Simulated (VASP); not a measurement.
# Ge (Fd-3m) in VASP: further runs

One crystal, Ge, is run at these levels: optB88-vdW, optPBE-vdW; tasks: relaxation of cell and atoms.

Everything below comes from runs of VASP 6.6.1. Logs are shortened: lines on timing, memory, paths and dates and some standing lists are left out, and cuts for length are marked.

**1. The structure**

It takes space group Fd-3m (No. 227, cubic). The conventional cell has a = 5.658 Å, b = 5.658 Å, c = 5.658 Å, α = 90.00°, β = 90.00°, γ = 90.00°. Ge (site symmetry -43m) is surrounded by 4 Ge at 2.45 Å.

**2. Relaxation of cell and atoms, optB88-vdW**

Contents of INCAR:

```
AGGAC = 0.0
ALGO = Normal
EDIFF = 1E-7
EDIFFG = -0.02
ENCUT = 600
GGA = BO
IBRION = 2
ISIF = 3
ISMEAR = -1
LASPH = T
LCHARG = F
LREAL = F
LUSE_VDW = T
LWAVE = F
NELM = 100
NSW = 40
PARAM1 = 0.1833333333
PARAM2 = 0.22
PREC = Accurate
SIGMA = 0.05
```

Contents of KPOINTS:

```
k-points
0
Gamma
  8 8 8
```

Contents of POSCAR:

```
Ge
1.0
    0.0000000000      2.8289100000      2.8289100000
    2.8289100000      0.0000000000      2.8289100000
    2.8289100000      2.8289100000      0.0000000000
Ge
2
Direct
    0.7500000000      0.7500000000      0.7500000000
    0.5000000000      0.5000000000      0.5000000000
```

Potentials or basis: VASP PAW PBE potentials, release 64 (Ge_d).

The run is started by

```
> cat potpaw_PBE.64/Ge_d/POTCAR > POTCAR
> mpirun -np 1 vasp_std > vasp.out
```

OUTCAR:

```text
EDIFF = 1E-7
   EDIFFG = -0.02
   ENCUT = 600
   GGA = BO
   IBRION = 2
   ISIF = 3
   ISMEAR = -1
   LASPH = T
   LREAL = F
   NELM = 100
   NSW = 40
   PREC = Accurate

 ion  position               nearest neighbor table
   1  0.750  0.750  0.750-   2 2.45   2 2.45   2 2.45   2 2.45
   2  0.500  0.500  0.500-   1 2.45   1 2.45   1 2.45   1 2.45

  LATTYP: Found a face centered cubic cell.
 ALAT       =     5.6578200000

  Lattice vectors:

 A1 = (   0.0000000000,   2.8289100000,   2.8289100000)
 A2 = (   2.8289100000,   0.0000000000,   2.8289100000)
 A3 = (   2.8289100000,   2.8289100000,   0.0000000000)

Analysis of symmetry for initial positions (statically):
=====================================================================
 Subroutine PRICEL returns:
 Original cell was already a primitive cell.

 Routine SETGRP: Setting up the symmetry group for a
 face centered cubic supercell.

 Subroutine GETGRP returns: Found 48 space group operations
 (whereof 24 operations were pure point group operations)
 out of a pool of 48 trial point group operations.

The static configuration has the point symmetry T_d .
 The point group associated with its full space group is O_h .

Analysis of symmetry for dynamics (positions and initial velocities):
=====================================================================
 Subroutine PRICEL returns:
 Original cell was already a primitive cell.

 Routine SETGRP: Setting up the symmetry group for a
 face centered cubic supercell.

 Subroutine GETGRP returns: Found 48 space group operations
 (whereof 24 operations were pure point group operations)
 out of a pool of 48 trial point group operations.

The dynamic configuration has the point symmetry T_d .
 The point group associated with its full space group is O_h .

 Subroutine INISYM returns: Found 48 space group operations
 (whereof 24 operations are pure point group operations),
 and found     1 'primitive' translations

----------------------------------------------------------------------------------------

                                     Primitive cell

  volume of cell :      45.2780

  direct lattice vectors                    reciprocal lattice vectors
     0.000000000  2.828910000  2.828910000    -0.176746521  0.176746521  0.176746521
     2.828910000  0.000000000  2.828910000     0.176746521 -0.176746521  0.176746521
     2.828910000  2.828910000  0.000000000     0.176746521  0.176746521 -0.176746521

  length of vectors
     4.000682889  4.000682889  4.000682889     0.306133954  0.306133954  0.306133954

  position of ions in fractional coordinates (direct lattice)
     0.750000000  0.750000000  0.750000000
     0.500000000  0.500000000  0.500000000

  ion indices of the primitive-cell ions
   primitive index   ion index
                 1           1
                 2           2

----------------------------------------------------------------------------------------

 KPOINTS: k-points

Automatic generation of k-mesh.
 Grid dimensions read from file:
 generate k-points for:    8    8    8

 Generating k-lattice:

  Cartesian coordinates                     Fractional coordinates (reciprocal lattice)
    -0.022093315  0.022093315  0.022093315     0.125000000  0.000000000  0.000000000
     0.022093315 -0.022093315  0.022093315     0.000000000  0.125000000  0.000000000
     0.022093315  0.022093315 -0.022093315     0.000000000  0.000000000  0.125000000

  Length of vectors
     0.038266744  0.038266744  0.038266744

  Shift w.r.t. Gamma in fractional coordinates (k-lattice)
     0.000000000  0.000000000  0.000000000

 Subroutine IBZKPT returns following result:
 ===========================================

 Found     29 irreducible k-points:

 Following reciprocal coordinates:
            Coordinates               Weight
  0.000000  0.000000  0.000000      1.000000
  0.125000  0.000000  0.000000      8.000000
  0.250000  0.000000  0.000000      8.000000
  0.375000  0.000000  0.000000      8.000000
  0.500000  0.000000  0.000000      4.000000
  0.125000  0.125000  0.000000      6.000000
[... 16 lines left out ...]
  0.500000  0.250000  0.125000     48.000000
 -0.375000  0.250000  0.125000     24.000000
 [... further k-points ...]
   k-points           NKPTS =     29   k-points in BZ     NKDIM =     29   number of bands    NBANDS=     18
   number of dos      NEDOS =    301   number of ions     NIONS =      2
   total plane-waves  NPLWV =  32768
   dimension x,y,z NGX =    32 NGY =   32 NGZ =   32
   dimension x,y,z NGXF=    64 NGYF=   64 NGZF=   64
   ions per type =               2
   NGX,Y,Z   is equivalent  to a cutoff of  13.30, 13.30, 13.30 a.u.
   NGXF,Y,Z  is equivalent  to a cutoff of  26.59, 26.59, 26.59 a.u.
 SYSTEM =  unknown system
   PREC   = accura    normal or accurate (medium, high low for compatibility)
   ISTART =      0    job   : 0-new  1-cont  2-samecut
   ICHARG =      2    charge: 1-file 2-atom 10-const
   ISPIN  =      1    spin polarized calculation?
   LNONCOLLINEAR =      F non collinear calculations
   LSORBIT =      F    spin-orbit coupling
   LASPH  =      T    aspherical Exc in radial PAW
   ENCUT  =  600.0 eV  44.10 Ry    6.64 a.u.   7.99  7.99  7.99*2*pi/ulx,y,z
   NELM   =    100;   NELMIN=  2; NELMDL= -5     # of ELM steps
   EDIFF  = 0.1E-06   stopping-criterion for ELM
   LREAL  =      F    real-space projection
   EDIFFG = -.2E-01   stopping-criterion for IOM
   NSW    =     40    number of steps for IOM
   IBRION =      2    ionic relax: 0-MD 1-quasi-New 2-CG
   NFREE  =      1    steps in history (QN), initial steepest desc. (CG)
   ISIF   =      3    stress and relaxation
   ISYM   =      2    0-nonsym 1-usesym 2-fastsym
   POTIM  = 0.5000    time-step for ionic-motion
   TEBEG  =    0.0;   TEEND  =   0.0 temperature during run
   PSTRESS=    0.0 pullay stress
   NELECT =      28.0000    total number of electrons
   NUPDOWN=      -1.0000    fix difference up-down
   EMIN   =  10.00;   EMAX   =-10.00  energy-range for DOS
   EFERMI =   0.00;   METHOD = LEGACY
   ISMEAR =    -1;   SIGMA  =   0.05  broadening in eV -4-tet -1-fermi 0-gaus
   EFERMI_NEDOS =   21; number of points for ismear=-14 and -15
   IALGO  =     38    algorithm
   IMIX   =      4    mixing-type and parameters
     AMIX     =   0.40;   BMIX     =  1.00
     AMIX_MAG =   1.60;   BMIX_MAG =  1.00
  volume/ion in A,a.u.               =      22.64       152.78
  Fermi-wavevector in a.u.,A,eV,Ry     =   1.394756  2.635708 26.468033  1.945346
  Thomas-Fermi vector in A             =   2.518275
   LORBIT       =      0    0 simple, 1 ext, 2 COOP (PROOUT), +10 PAW based schemes
   GGA     = BO    functional components
   LHFCALC =     F    Hartree Fock is set to
   AEXX    =    0.0000 exact exchange contribution
   IVDW_NL    =     1    kernel type
   BPARAM     = 6.3000
   IVDW    =     0    specifies the selected vdW correction
   LEPSILON=     F    determine dielectric tensor
   LRPA    =     F    only Hartree local field effects (RPA)
 conjugate gradient relaxation of ions
 non-spin polarized calculation
  energy-cutoff  :      600.00
  volume of cell :       45.28
 maximum number of plane-waves:      1540
   NGX = 15   NGY = 15   NGZ = 15

--------------------------------------- Ionic step        1  -------------------------------------------

 number of electron      28.0000013 magnetization

 Free energy of the ion-electron system (eV)
  ---------------------------------------------------
  ext. energy  EPLUGINS =         0.00000000
  ---------------------------------------------------
  free energy    TOTEN  =        -2.16761189 eV

  energy without entropy =       -2.16683161  energy(sigma->0) =       -2.16722175

 E-fermi :   4.8582     XC(G=0):  -9.9996

 val. band max:        4.8496643665   @ k =   0.0000   0.0000   0.0000
 cond. band min:       4.9726140275   @ k =   0.5000   0.0000   0.0000
 fundamental gap:      0.1229496609
 Fermi energy:         4.8581816300

 k-point     1 :       0.0000    0.0000    0.0000
  band No.  band energies     occupation
      1     -20.0689      2.00000
      2     -20.0689      2.00000
      3     -20.0689      2.00000
      4     -20.0316      2.00000
      5     -20.0316      2.00000
      6     -19.8232      2.00000
[... 10 lines left out ...]
     17       7.3975      0.00000
     18       7.3975      0.00000

 k-point     2 :       0.1250    0.0000    0.0000
  band No.  band energies     occupation
      1     -20.0769      2.00000
      2     -20.0769      2.00000
      3     -20.0664      2.00000
      4     -20.0205      2.00000
      5     -20.0205      2.00000
      6     -19.8347      2.00000
[... 10 lines left out ...]
     17       7.8433      0.00000
     18       8.3127      0.00000

 k-point     3 :       0.2500    0.0000    0.0000
  band No.  band energies     occupation
      1     -20.0869      2.00000
      2     -20.0869      2.00000
      3     -20.0603      2.00000
      4     -20.0034      2.00000
      5     -20.0034      2.00000
      6     -19.8482      2.00000
[... 496 lines left out ...]
  FORCE on cell =-STRESS in cart. coord.  units (eV):
  Direction    XX          YY          ZZ          XY          YZ          ZX
  --------------------------------------------------------------------------------------
  -------------------------------------------------------------------------------------
  Total       -0.2834844     -0.2834844     -0.2834844     -0.0000000      0.0000000     -0.0000000
  in kB       -9.4043445     -9.4043445     -9.4043445     -0.0000000      0.0000000     -0.0000000
  external PRESSURE =      -9.4043445 kB  Pullay stress =       0.0000000 kB

 VOLUME and BASIS-vectors are now :
 -----------------------------------------------------------------------------
  energy-cutoff  :      600.00
  volume of cell :       48.30
      direct lattice vectors                 reciprocal lattice vectors
     0.000000000  2.890416453  2.890416453    -0.172985453  0.172985453  0.172985453
     2.890416453  0.000000000  2.890416453     0.172985453 -0.172985453  0.172985453
     2.890416453  2.890416453 -0.000000000     0.172985453  0.172985453 -0.172985453

 POSITION                                       TOTAL-FORCE (eV/Angst)
 -----------------------------------------------------------------------------------
      4.33562      4.33562      4.33562        -0.000000      0.000000     -0.000000
      2.89042      2.89042      2.89042         0.000000     -0.000000      0.000000
 -----------------------------------------------------------------------------------
    total drift:                               -0.000000     -0.000000      0.000000

  FREE ENERGIE OF THE ION-ELECTRON SYSTEM (eV)
  ---------------------------------------------------
  free  energy   TOTEN  =        -2.1867427741 eV

  energy  without entropy=       -2.1853881563  energy(sigma->0) =       -2.18606547

Total vdW correction in eV:      5.4200840

--------------------------------------- Ionic step        3  -------------------------------------------

 number of electron      28.0000021 magnetization

 Free energy of the ion-electron system (eV)
  ---------------------------------------------------
  ext. energy  EPLUGINS =         0.00000000
  ---------------------------------------------------
  free energy    TOTEN  =        -2.18898118 eV

  energy without entropy =       -2.18779328  energy(sigma->0) =       -2.18838723

 E-fermi :   4.3270     XC(G=0):  -9.7785

 val. band max:        4.0782171718   @ k =   0.1250   0.0000   0.0000
 cond. band min:       4.3687529230   @ k =   0.5000   0.0000   0.0000
 fundamental gap:      0.2905357512
 Fermi energy:         4.3270218654

 k-point     1 :       0.0000    0.0000    0.0000
  band No.  band energies     occupation
      1     -20.4654      2.00000
      2     -20.4654      2.00000
      3     -20.4654      2.00000
      4     -20.4316      2.00000
      5     -20.4316      2.00000
      6     -20.2477      2.00000
[... 10 lines left out ...]
     17       6.9140      0.00000
     18       6.9140      0.00000

 k-point     2 :       0.1250    0.0000    0.0000
  band No.  band energies     occupation
      1     -20.4722      2.00000
      2     -20.4722      2.00000
      3     -20.4631      2.00000
      4     -20.4220      2.00000
      5     -20.4220      2.00000
      6     -20.2588      2.00000
[... 10 lines left out ...]
     17       7.3350      0.00000
     18       7.7133      0.00000

 k-point     3 :       0.2500    0.0000    0.0000
  band No.  band energies     occupation
      1     -20.4811      2.00000
      2     -20.4811      2.00000
      3     -20.4576      2.00000
      4     -20.4070      2.00000
      5     -20.4070      2.00000
      6     -20.2710      2.00000
[... 458 lines left out ...]
  FORCE on cell =-STRESS in cart. coord.  units (eV):
  Direction    XX          YY          ZZ          XY          YZ          ZX
  --------------------------------------------------------------------------------------
  -------------------------------------------------------------------------------------
  Total        0.0025620      0.0025620      0.0025620      0.0000000      0.0000000     -0.0000000
  in kB        0.0863866      0.0863866      0.0863866      0.0000000      0.0000000     -0.0000000
  external PRESSURE =       0.0863866 kB  Pullay stress =       0.0000000 kB

 VOLUME and BASIS-vectors are now :
 -----------------------------------------------------------------------------
  energy-cutoff  :      600.00
  volume of cell :       47.52
      direct lattice vectors                 reciprocal lattice vectors
     0.000000000  2.874776867  2.874776867    -0.173926542  0.173926542  0.173926542
     2.874776867  0.000000000  2.874776867     0.173926542 -0.173926542  0.173926542
     2.874776867  2.874776867 -0.000000000     0.173926542  0.173926542 -0.173926542

 POSITION                                       TOTAL-FORCE (eV/Angst)
 -----------------------------------------------------------------------------------
      4.31217      4.31217      4.31217         0.000000      0.000000      0.000000
      2.87478      2.87478      2.87478        -0.000000     -0.000000     -0.000000
 -----------------------------------------------------------------------------------
    total drift:                               -0.000000     -0.000000      0.000000

  FREE ENERGIE OF THE ION-ELECTRON SYSTEM (eV)
  ---------------------------------------------------
  free  energy   TOTEN  =        -2.1889811772 eV

  energy  without entropy=       -2.1877932787  energy(sigma->0) =       -2.18838723

Total vdW correction in eV:      5.4016524

 reached required accuracy - stopping structural energy minimisation
```

Run time: 2.5 min. Hardware: 1 thread of Intel Xeon Platinum 8488C (Sapphire Rapids), shared host; peak memory 0.39 GiB.

Results:

| Quantity | Value |
| --- | --- |
| Free energy | -2.1890 eV |
| Relaxed volume | 23.76 Å³/atom |
| Relaxed cell | a = 4.066 Å, b = 4.066 Å, c = 4.066 Å, α = 60.00°, β = 60.00°, γ = 60.00° |
| Space group after relaxing (to 0.05 Å) | Fd-3m (No. 227) |
| Energy gained by relaxing | 10.7 meV/atom |
| Ionic steps | 3 |
| Pressure after relaxing | 0.0 GPa |
| Band gap on the k mesh | none (metal or under the smearing width) |

The path:
| step | energy change (eV) | largest force (eV/Å) | pressure (GPa) | volume (Å³) |
| --- | --- | --- | --- | --- |
| 1 | 0.0000 | 0.0000 | 3.19 | 45.28 |
| 2 | -0.0191 | 0.0000 | -0.94 | 48.30 |
| 3 | -0.0214 | 0.0000 | 0.01 | 47.52 |

Final structure:
```
Ge
1.0
     0.00000    2.87478    2.87478
     2.87478    0.00000    2.87478
     2.87478    2.87478    0.00000
Ge
2
Direct
  0.75000 0.75000 0.75000
  0.50000 0.50000 0.50000
```

Levels at points of the mesh, in eV from the Fermi level:
```tsv
k point	band 12	band 13	band 14	band 15	band 16	band 17
(0.00, 0.00, 0.00)	-0.52	0.06	0.06	0.06	2.59	2.59
(0.50, 0.00, 0.00)	-7.34	-1.27	-1.27	0.04	3.80	3.80
(0.50, 0.50, 0.00)	-8.69	-2.83	-2.83	0.90	0.90	9.09
```

Caveat: the PAW data sets were made with another functional, which shifts forces and pressure a little; this crystal is a semiconductor, whose small gap the functional closes, so the metal is an error of the method.

**3. Relaxation of cell and atoms, optPBE-vdW**

Contents of INCAR:

```
PREC = Accurate
ENCUT = 600
EDIFF = 1E-6
ISMEAR = -1
SIGMA = 0.05
LREAL = False
LASPH = True
NELM = 80
ALGO = Normal
ISIF = 3
LWAVE = False
LCHARG = False
GGA = OR
LUSE_VDW = True
AGGAC = 0.0
IBRION = 2
NSW = 60
EDIFFG = -0.01
```

Contents of KPOINTS:

```
regular mesh
0
Gamma
  8 8 8
```

POSCAR is that of step 2.

Potentials or basis: VASP PAW PBE potentials, release 64 (Ge_d).

The run is started by

```
> cat potpaw_PBE.64/Ge_d/POTCAR > POTCAR
> mpirun -np 1 vasp_std > vasp.out
```

It took 3.6 min on 1 thread of Intel Xeon Platinum 8488C (Sapphire Rapids), shared host; peak memory 0.39 GiB.

The run converged. Its results:

| Quantity | Value |
| --- | --- |
| Free energy | -1.9065 eV |
| Relaxed volume | 24.08 Å³/atom |
| Relaxed cell | a = 4.084 Å, b = 4.084 Å, c = 4.084 Å, α = 60.00°, β = 60.00°, γ = 60.00° |
| Space group after relaxing (to 0.05 Å) | Fd-3m (No. 227) |
| Energy gained by relaxing | 18.4 meV/atom |
| Ionic steps | 5 |
| Pressure after relaxing | 0.0 GPa |
| Band gap on the k mesh | none (metal or under the smearing width) |

The path:
| step | energy change (eV) | largest force (eV/Å) | pressure (GPa) | volume (Å³) |
| --- | --- | --- | --- | --- |
| 1 | 0.0000 | 0.0000 | 4.22 | 45.28 |
| 2 | -0.0332 | 0.0000 | -1.15 | 49.30 |
| 3 | -0.0369 | 0.0000 | -0.24 | 48.26 |
| 4 | -0.0367 | 0.0000 | 0.22 | 48.08 |
| 5 | -0.0368 | 0.0000 | 0.02 | 48.16 |

Final structure:
```xyz
2
Lattice="0.0000 2.8878 2.8878 2.8878 0.0000 2.8878 2.8878 2.8878 0.0000" Properties=species:S:1:pos:R:3 pbc="T T T"
Ge    4.3317    4.3317    4.3317
Ge    2.8878    2.8878    2.8878
```

Levels at points of the mesh, in eV from the Fermi level:
```tsv
k point	band 12	band 13	band 14	band 15	band 16	band 17
(0.00, 0.00, 0.00)	-0.57	0.05	0.05	0.05	2.58	2.58
(0.50, 0.00, 0.00)	-7.28	-1.26	-1.26	0.05	3.79	3.79
(0.50, 0.50, 0.00)	-8.63	-2.80	-2.80	0.94	0.94	9.01
```

Caveat: the PAW data sets were made with another functional, which shifts forces and pressure a little; this crystal is a semiconductor, whose small gap the functional closes, so the metal is an error of the method.

**4. For comparison**

An earlier run on the cell as given: functional PBEsol; potentials or basis VASP PAW PBE potentials, release 64 (Ge_d); cutoff 520 eV; k mesh 8 × 8 × 8; occupations fermi-dirac, width 0.05 eV; no spin polarisation.

* Pressure: 0.5 GPa
* Band gap on the k mesh: none (metal or under the smearing width)

**5. Overview**

```tsv
task	level	cell	cutoff (eV)	ladder	gap on the mesh (eV)	pressure (GPa)	relaxed volume (Å³/atom)
relaxation of cell and atoms	optB88-vdW	relaxed	600	-	none	0.0	23.76
relaxation of cell and atoms	optPBE-vdW	relaxed	600	-	none	0.0	24.08
single point	PBEsol	as given	520	free	none	0.5	-
```

Alike in all rows: potentials or basis VASP PAW PBE potentials, release 64 (Ge_d); no spin polarisation; k mesh 8 × 8 × 8; smearing fermi-dirac 0.05 eV.

Caveats: the PAW data sets were made with another functional, which shifts forces and pressure a little; this crystal is a semiconductor, whose small gap the functional closes, so the metal is an error of the method.

Absolute energies hang on the potentials; compare differences alone.

**6. Against experiment**

Step 2. The cell as given is a measured one (22.64 Å³/atom); optB88-vdW puts the equilibrium volume +4.9 % from it, thermal expansion not counted.

Step 3. The cell as given is a measured one (22.64 Å³/atom); optPBE-vdW puts the equilibrium volume +6.4 % from it, thermal expansion not counted.
